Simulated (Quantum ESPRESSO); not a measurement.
A run of Quantum ESPRESSO 7.5 is set up as follows.

The input pw.in:

```
&CONTROL
  calculation = 'scf'
  prefix = 'pwscf'
  outdir = './tmp'
  pseudo_dir = './pseudo'
  tprnfor = .true.
  tstress = .true.
  disk_io = 'low'
/
&SYSTEM
  ibrav = 0
  nat = 2
  ntyp = 2
  ecutwfc = 45
  ecutrho = 360
  nbnd = 10
  occupations = 'smearing'
  smearing = 'fd'
  degauss = 0.00367493
/
&ELECTRONS
  conv_thr = 4d-10
  electron_maxstep = 120
  mixing_beta = 0.5
/
ATOMIC_SPECIES
F     18.9984 f_pbesol_v1.4.uspp.F.UPF
Li     6.9400 li_pbesol_v1.4.uspp.F.UPF
CELL_PARAMETERS angstrom
   0.0000000000    2.0140000000    2.0140000000
   2.0140000000    0.0000000000    2.0140000000
   2.0140000000    2.0140000000    0.0000000000
ATOMIC_POSITIONS crystal
F      0.5000000000    0.5000000000    0.5000000000
Li     0.0000000000    0.0000000000    0.0000000000
K_POINTS automatic
11 11 11 0 0 0
```

Contents of bands.in:

```
&CONTROL
  calculation = 'bands'
  prefix = 'pwscf'
  outdir = './tmp'
  pseudo_dir = './pseudo'
  disk_io = 'low'
  verbosity = 'high'
/
&SYSTEM
  ibrav = 0
  nat = 2
  ntyp = 2
  ecutwfc = 45
  ecutrho = 360
  nbnd = 10
  occupations = 'smearing'
  smearing = 'fd'
  degauss = 0.00367493
/
&ELECTRONS
  conv_thr = 1d-08
  electron_maxstep = 120
  mixing_beta = 0.5
  diago_full_acc = .true.
  startingwfc = 'random'
/
ATOMIC_SPECIES
F     18.9984 f_pbesol_v1.4.uspp.F.UPF
Li     6.9400 li_pbesol_v1.4.uspp.F.UPF
CELL_PARAMETERS angstrom
   0.0000000000    2.0140000000    2.0140000000
   2.0140000000    0.0000000000    2.0140000000
   2.0140000000    2.0140000000    0.0000000000
ATOMIC_POSITIONS crystal
F      0.5000000000    0.5000000000    0.5000000000
Li     0.0000000000    0.0000000000    0.0000000000
K_POINTS crystal
60
 0.0000000000  0.0000000000  0.0000000000 1
 0.0625000000  0.0000000000  0.0625000000 1
 0.1250000000  0.0000000000  0.1250000000 1
 0.1875000000  0.0000000000  0.1875000000 1
 0.2500000000  0.0000000000  0.2500000000 1
 0.3125000000  0.0000000000  0.3125000000 1
 0.3750000000  0.0000000000  0.3750000000 1
 0.4375000000  0.0000000000  0.4375000000 1
 0.5000000000  0.0000000000  0.5000000000 1
 0.5000000000  0.0625000000  0.5625000000 1
 0.5000000000  0.1250000000  0.6250000000 1
 0.5000000000  0.1875000000  0.6875000000 1
 0.5000000000  0.2500000000  0.7500000000 1
 0.4375000000  0.3125000000  0.7500000000 1
 0.3750000000  0.3750000000  0.7500000000 1
 0.3375000000  0.3375000000  0.6750000000 1
 0.3000000000  0.3000000000  0.6000000000 1
 0.2625000000  0.2625000000  0.5250000000 1
 0.2250000000  0.2250000000  0.4500000000 1
 0.1875000000  0.1875000000  0.3750000000 1
 0.1500000000  0.1500000000  0.3000000000 1
 0.1125000000  0.1125000000  0.2250000000 1
 0.0750000000  0.0750000000  0.1500000000 1
 0.0375000000  0.0375000000  0.0750000000 1
 0.0000000000  0.0000000000  0.0000000000 1
 0.0625000000  0.0625000000  0.0625000000 1
 0.1250000000  0.1250000000  0.1250000000 1
 0.1875000000  0.1875000000  0.1875000000 1
 0.2500000000  0.2500000000  0.2500000000 1
 0.3125000000  0.3125000000  0.3125000000 1
 0.3750000000  0.3750000000  0.3750000000 1
 0.4375000000  0.4375000000  0.4375000000 1
 0.5000000000  0.5000000000  0.5000000000 1
 0.5250000000  0.4500000000  0.5250000000 1
 0.5500000000  0.4000000000  0.5500000000 1
 0.5750000000  0.3500000000  0.5750000000 1
 0.6000000000  0.3000000000  0.6000000000 1
 0.6250000000  0.2500000000  0.6250000000 1
 0.5833333333  0.2500000000  0.6666666667 1
 0.5416666667  0.2500000000  0.7083333333 1
 0.5000000000  0.2500000000  0.7500000000 1
 0.5000000000  0.2857142857  0.7142857143 1
 0.5000000000  0.3214285714  0.6785714286 1
 0.5000000000  0.3571428571  0.6428571429 1
 0.5000000000  0.3928571429  0.6071428571 1
 0.5000000000  0.4285714286  0.5714285714 1
 0.5000000000  0.4642857143  0.5357142857 1
 0.5000000000  0.5000000000  0.5000000000 1
 0.4821428571  0.4821428571  0.5357142857 1
 0.4642857143  0.4642857143  0.5714285714 1
 0.4464285714  0.4464285714  0.6071428571 1
 0.4285714286  0.4285714286  0.6428571429 1
 0.4107142857  0.4107142857  0.6785714286 1
 0.3928571429  0.3928571429  0.7142857143 1
 0.3750000000  0.3750000000  0.7500000000 1
 0.6250000000  0.2500000000  0.6250000000 1
 0.5937500000  0.1875000000  0.5937500000 1
 0.5625000000  0.1250000000  0.5625000000 1
 0.5312500000  0.0625000000  0.5312500000 1
 0.5000000000  0.0000000000  0.5000000000 1
```

Potentials or basis: GBRV 1.5 PBEsol.

Launch:

```bash
$ OMP_NUM_THREADS=1 pw.x -in pw.in > pw.out
$ OMP_NUM_THREADS=1 pw.x -in bands.in > bands.out
```

Q: Predict the pressure.

A: -1.1 GPa.

Q: Estimate the band gap on the k mesh.

A: 8.90 eV, direct.

Levels at the corners of the path, in eV from the valence-band top:
```
point  band 3  band 4  band 5  band 6  band 7  band 8
    Γ    0.00    0.00    0.00    8.90   23.88   23.88
    X   -3.06   -1.01   -1.01   14.63   16.21   17.31
    W   -2.12   -2.12   -0.81   14.86   14.86   17.30
    K   -2.55   -1.59   -0.75   14.29   14.72   18.28
    Γ    0.00    0.00    0.00    8.90   23.88   23.88
    L   -2.56   -0.23   -0.23   10.58   16.54   18.77
    U   -2.55   -1.59   -0.75   14.29   14.72   18.28
    W   -2.12   -2.12   -0.81   14.86   14.86   17.30
    L   -2.56   -0.23   -0.23   10.58   16.54   18.77
    K   -2.55   -1.59   -0.75   14.29   14.72   18.28
    U   -2.55   -1.59   -0.75   14.29   14.72   18.28
    X   -3.06   -1.01   -1.01   14.63   16.21   17.31
```

PBEsol gaps usually lie below the measured ones, often by a third to a half.
